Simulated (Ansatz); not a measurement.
# Carbon, simple cubic under RPBE: ground state and equation of state

Aim: take carbon in the simple cubic structure, relax it, solve it on a dense k-mesh, then scale the cell to 7 volumes from 88 to 112 % of the relaxed one and try a fit of the equation of state. Spin polarisation is left out. The k-meshes are 16×16×16 for the relaxation; 29×29×29 for the dense run; 20×20×20 for the volumes.

Program: Ansatz 0.2.0. Level of theory: DFT RPBE, plane waves (420 eV) with PAW, scalar-relativistic; PAW files made under PBE, frozen cores solved again for the functional. These are calculated values, not measurements.

## 1. Starting point

It takes space group Pm-3m (No. 221, cubic). Conventional cell: a = 1.926 Å, b = 1.926 Å, c = 1.926 Å, α = 90.00°, β = 90.00°, γ = 90.00°. Around C (site symmetry m-3m) lie 6 C at 1.93 Å.

Coordinates:

```xyz
1
Lattice="1.9261 0.0000 0.0000 0.0000 1.9261 0.0000 0.0000 0.0000 1.9261" Properties=species:S:1:pos:R:3 pbc="T T T"
C     0.0000    0.0000    0.0000
```

## 2. Geometry optimisation

File input.yaml:

```yaml
crystal:
  lattice:
    - [1.9260827495, 0.0, 0.0]
    - [0.0, 1.9260827495, 0.0]
    - [0.0, 0.0, 1.9260827495]
  atoms:
    - { symbol: C, position: [0.0, 0.0, 0.0] }
hamiltonian:
  xc: rpbe
  pseudopotentials:
    kind: paw
    azcp:
      C: "pseudopotentials/C.paw.azcp"
basis:
  ecutwfc: 420
  fft_grid_basis: typed
kpoints:
  mp_grid: { grid: [16, 16, 16], shift: [0, 0, 0] }
magnetization:
  spin_polarized: false
scf:
  occupations: { method: fermi_dirac, width: 0.1 }
relax:
  max_steps: 60
  f_tol: 0.01
  cell: {}
```

Further steps of the session: Single point on a dense mesh; The cell scaled to 88 % of its volume; The cell scaled to 92 % of its volume; The cell scaled to 96 % of its volume; The cell scaled to 100 % of its volume; The cell scaled to 104 % of its volume; The cell scaled to 108 % of its volume; The cell scaled to 112 % of its volume.

Q: Predict the outcome of this session. Wanted: space group; conventional cell; volume; shortest distance; gap on the mesh; relative to graphite; V₀, B₀, B₀′.

As calculated:

| quantity | value |
| --- | --- |
| space group (spins left aside) | Pm-3m (No. 221) |
| conventional cell | a = 1.778 Å |
| volume | 5.620 Å³/atom |
| shortest distance | 1.778 Å |
| gap on the mesh | none (levels filled in part) |
| relative to graphite | +2825 meV/atom |
| V₀, B₀, B₀′ | 5.697 Å³/atom, 308 GPa, 3.4 |

In words: The relaxation shrank the cell by 21.3 % in volume. Against the reference form of carbon (graphite, computed apart with the same settings) it stands 2825 meV/atom higher. Levels at the Fermi energy are filled in part, as in a metal. The fitted modulus is 308 GPa, among the stiffest elements. Relaxation kept the symmetry; phonons were not checked.
